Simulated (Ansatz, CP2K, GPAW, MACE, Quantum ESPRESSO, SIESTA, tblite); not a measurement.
# Generalised stacking fault on (110) of a KCl-RbCl solid solution (80 atoms) in GPAW, part 2 of 2

Wanted: GPAW inputs and outputs for generalised stacking fault on (110) of a KCl-RbCl solid solution (80 atoms), checked against a plane-wave reference.

Program: GPAW 26.7.0; the method stands at each step. Banners, paths, timers and routine set-up lines are dropped from the logs unmarked, and long logs keep their key lines alone; longer cuts are marked.

So far. Step 2 (PBE, LCAO dzp, h 0.2 Å): Forces lie 38 % from the reference's, at 5.0 times its CPU time (on 1 against 8 cores). Step 3 (RPBE, LCAO dzp, h 0.2 Å): Against the first run (38 %), the force difference from the reference is 35 %, at 0.99 times the CPU time; the model has changed, so this is no error of the program alone.

## 4. PBE, LCAO szp(dzp), h 0.2 Å

Method: Kohn-Sham DFT, PBE, PAW, atomic orbitals (szp(dzp)).

Input file run.py:

```python
import numpy as np
from ase.io import read
from gpaw import GPAW, FermiDirac

atoms = read("structure.xyz")
atoms.calc = GPAW(
    mode="lcao",
    basis="szp(dzp)",
    h=0.2,
    xc="PBE",
    kpts={"size": (1, 1, 1), "gamma": True},
    occupations=FermiDirac(0.05),
    maxiter=200,
    symmetry={"point_group": False},
    txt="gpaw.txt",
)
energy = atoms.get_potential_energy(force_consistent=True)
forces = atoms.get_forces()
print(f"energy {energy:.6f} eV")
print("forces (eV/A)")
for i, (a, f) in enumerate(zip(atoms, forces)):
    print(f"{i:4d} {a.symbol:2s} {f[0]:10.5f} {f[1]:10.5f} {f[2]:10.5f}")
print(f"Fermi level {atoms.calc.get_fermi_level():.4f} eV")
for k in range(len(atoms.calc.get_ibz_k_points())):
    for s in range(atoms.calc.get_number_of_spins()):
        e = atoms.calc.get_eigenvalues(kpt=k, spin=s)
        n = np.searchsorted(e, atoms.calc.get_fermi_level())
        print(f"k {k} spin {s} levels about the Fermi level:", np.round(e[max(n - 6, 0):n], 4).tolist(), "|", np.round(e[n:n + 6], 4).tolist())
```

Input file structure.xyz:

```xyz
80
Lattice="7.33940 0.00000 0.00000 0.00000 10.37948 0.00000 3.36387 0.00000 26.04870" Properties=species:S:1:pos:R:3 pbc="T T T"
[... 80 atom lines left out: the same atoms as in the first run ...]
```

Run with:

```bash
$ OMP_NUM_THREADS=1 python run.py > output.txt
```

The log of the run:

```text
energy -220.944778 eV
forces (eV/A)
   0 Rb    0.35281   -0.10923    0.22228
   1 Cl   -0.17857   -0.13483   -0.19819
   2 K     0.15641    0.02896    0.15650
   3 Cl    0.30745   -0.07722   -0.20806
   4 K     0.33692    0.08610    0.23603
   5 Cl   -0.07262    0.12745   -0.10954
[...]
77 Cl   -0.03851   -0.17390    0.11541
  78 Rb   -0.22135    0.17122    0.12714
  79 Cl   -0.06379   -0.19699    0.18319
Fermi level 4.6468 eV
k 0 spin 0 levels about the Fermi level: [2.6431, 2.6765, 2.7148, 2.7411, 2.7415, 2.7583] | [7.8561, 8.3963, 8.4372, 9.5506, 9.5813, 9.658]
```

gpaw.txt:

```text
Input parameters:
  mode=LCAO(),
  basis={'default': 'szp(dzp)'},
  h=0.2,
  kpts=MonkhorstPack(size=(1, 1, 1), gamma=True),
  maxiter=200,
  occupations=Occupations(name='fermi-dirac', width=0.05, fixmagmom=False),
[... lines left out ...]
  Fermi-Dirac:
[... lines left out ...]
convergence criteria:
- Maximum [total energy] change in last 3 cyles: 0.0005 eV / valence electron
[... lines left out ...]
Converged in 7 steps
[... lines left out ...]
  Free energy:    -220.944778
[... lines left out ...]
Fermi level: 4.647
[... lines left out ...]
|        ... |               |           |
|        359 |        12.011 |     0.000 |
Gap: 5.098 eV
Transition (v -> c):
  (s=0, k=0, n=319, [0.00, 0.00, 0.00]) -> (s=0, k=0, n=320, [0.00, 0.00, 0.00])
No difference between direct/indirect transitions
Force computation time: 77.678  # s
timing:  # [seconds]
  Total:  311.210  # ━━━━━━━━━━━━━━━━━━━━━━━━━━━━━━━━━━━━━━━━━━━━━━━━━━━━━━━━
  Init:    11.736  # ━━
  SCF:    221.767  # ━━━━━━━━━━━━━━━━━━━━━━━━━━━━━━━━━━━━━━━━
  Forces:  77.678  # ━━━━━━━━━━━━━━
```

It took 5.2 min on 1 thread of Arm Neoverse V2, shared host; peak memory 2.3 GiB.

Numbers from this run, and their distance from the reference:

```
r.m.s. force component                           : 0.146 eV/Å
r.m.s. difference of force components            : 72.86 meV/Å
longest difference of force vectors              : 322.4 meV/Å
force difference over r.m.s. force               : 65.33 %
slope of forces against the reference's          : 1.143
correlation of force components                  : 0.8734
gap (highest filled to lowest empty level) : 5.098 eV
gap difference                                   : -0.4345 eV
```

This is a coarse setting, run to see what it loses.

Against the first run (38 %), the force difference from the reference is 65 %, at 0.69 times the CPU time, with 800 basis functions against 1280: the smaller basis costs accuracy.

## 5. PBE, LCAO sz(dzp), h 0.2 Å

Method: Kohn-Sham DFT, PBE, PAW, atomic orbitals (sz(dzp)).

run.py, as its differences from that of step 4:

```diff
@@ -7,3 +7,3 @@
     mode="lcao",
-    basis="szp(dzp)",
+    basis="sz(dzp)",
     h=0.2,
```

structure.xyz is that of step 4.

The log of the run:

```text
energy -214.375436 eV
forces (eV/A)
   0 Rb    0.20624   -0.09340    0.19020
   1 Cl   -0.18083   -0.13277   -0.21655
   2 K     0.01460    0.00222    0.12440
   3 Cl    0.30487   -0.07128   -0.22769
   4 K     0.20040    0.10166    0.17146
   5 Cl   -0.07043    0.12372   -0.11933
[...]
77 Cl   -0.04186   -0.17733    0.11053
  78 Rb   -0.16729    0.13060    0.08094
  79 Cl   -0.05729   -0.19981    0.18636
Fermi level 4.6491 eV
k 0 spin 0 levels about the Fermi level: [2.788, 2.8215, 2.8648, 2.8828, 2.8834, 2.8994] | [7.8855, 8.442, 8.4802, 9.6716, 9.7197, 10.1538]
```

gpaw.txt:

```text
Input parameters:
  mode=LCAO(),
  basis={'default': 'sz(dzp)'},
  h=0.2,
  kpts=MonkhorstPack(size=(1, 1, 1), gamma=True),
  maxiter=200,
  occupations=Occupations(name='fermi-dirac', width=0.05, fixmagmom=False),
[... lines left out ...]
  Fermi-Dirac:
[... lines left out ...]
convergence criteria:
- Maximum [total energy] change in last 3 cyles: 0.0005 eV / valence electron
[... lines left out ...]
Converged in 7 steps
[... lines left out ...]
  Free energy:    -214.375436
[... lines left out ...]
Fermi level: 4.649
[... lines left out ...]
|        ... |               |           |
|        359 |        12.499 |     0.000 |
Gap: 4.986 eV
Transition (v -> c):
  (s=0, k=0, n=319, [0.00, 0.00, 0.00]) -> (s=0, k=0, n=320, [0.00, 0.00, 0.00])
No difference between direct/indirect transitions
Force computation time: 38.001  # s
timing:  # [seconds]
  Total:  160.756  # ━━━━━━━━━━━━━━━━━━━━━━━━━━━━━━━━━━━━━━━━━━━━━━━━━━━━━━━━
  Init:    10.249  # ━━━╸
  SCF:    112.475  # ━━━━━━━━━━━━━━━━━━━━━━━━━━━━━━━━━━━━━━━
  Forces:  38.001  # ━━━━━━━━━━━━━
```

It took 2.7 min on 1 thread; peak memory 1.9 GiB.

Compared with the plane-wave run:

- r.m.s. force component: 0.1362 eV/Å
- r.m.s. difference of force components: 39.69 meV/Å
- longest difference of force vectors: 172.1 meV/Å
- force difference over r.m.s. force: 35.59 %
- slope of forces against the reference's: 1.182
- correlation of force components: 0.9681
- gap (highest filled to lowest empty level): 4.986 eV
- gap difference: -0.5462 eV

This is a coarse setting, run to see what it loses.

Against the first run (38 %), the force difference from the reference is 36 %, at 0.36 times the CPU time, with 480 basis functions against 1280: size alone doesn't set the difference here.

## 6. The ladder

Differences are against the plane-wave reference, forces as r.m.s. over components; share is that over the reference's r.m.s. force, slope the least-squares factor from reference forces to these. Total energies of different programs have different zeros and aren't compared.

```tsv
run	Δ force, r.m.s. (meV/Å)	share (%)	slope	Δ gap (eV)	cores	CPU time	memory (GiB)
reference	-	-	-	-	8	90 s	2.4
GPAW PBE, LCAO dzp, h 0.2 Å	42.2	37.8	1.018	-0.188	1	7.5 min	2.5
GPAW RPBE, LCAO dzp, h 0.2 Å	39.3	35.2	1.084	0.122	1	7.5 min	2.5
GPAW PBE, LCAO szp(dzp), h 0.2 Å (coarse)	72.9	65.3	1.143	-0.434	1	5.2 min	2.3
GPAW PBE, LCAO sz(dzp), h 0.2 Å (coarse)	39.7	35.6	1.182	-0.546	1	2.7 min	1.9
```

Rows marked coarse were listed beforehand as settings not expected to be converged; some can still land near the reference.

CPU time is summed over cores on a shared host, where runs went side by side, so it is rough. Symmetry, cutoffs, thresholds, outputs and thread counts weren't matched or tuned between programs; memory under MPI is the largest rank's times the ranks.

## 7. Results

| Property | Result |
| --- | --- |
| nearest in forces | GPAW RPBE, LCAO dzp, h 0.2 Å, 35 % |
| its CPU time | 7.5 min |

What this shows: The PBE run in local orbitals, coarse settings apart, differs by 38 % (GPAW PBE, LCAO dzp, h 0.2 Å); basis, grid and potentials can all enter. Rows with another functional or a dispersion term differ by 35 % (GPAW RPBE, LCAO dzp, h 0.2 Å), which mixes the change of model with differences of basis and potentials. Runs with settings chosen to be coarse differ by 36 % (GPAW PBE, LCAO sz(dzp), h 0.2 Å) to 65 % (GPAW PBE, LCAO szp(dzp), h 0.2 Å), their programs' other errors included. None of the electronic-structure runs in the table takes under half the reference's CPU time of 90 s; they take 1.8 to 5.0 times as much. GPAW PBE, LCAO sz(dzp), h 0.2 Å lies nearer than a larger basis of the same program, likely by a cancellation of errors. GPAW PBE, LCAO sz(dzp), h 0.2 Å stiffens the forces by a factor of 1.18 while following their directions (correlation 0.968). At the same functional, gaps differ from the reference's 5.53 eV by between -0.55 and -0.19 eV. These are spacings on the run's k-points, which needn't hold the band edges. The host structure and its lattice constant were typed by rule, without a check against the phase diagram. The reference's pressure of 5.5 GPa says that the cell would expand at this level of theory. The electronic-structure runs sample only Γ, in a cell whose shortest periodic width is 7 Å.

[Also dropped from logs without a mark: logging warnings of Python, and SIESTA's first energy breakdown and zero terms.]

[Logs are printed without paths, hosts, clocks, repeated set-up lines and the standing remarks that a program may print on its own settings, such as how far it seeks lower states.]

[Hosts, paths, dates, database ids (printed as entryN), source tags and the programs' standing remarks are cut or masked in the printed files.]
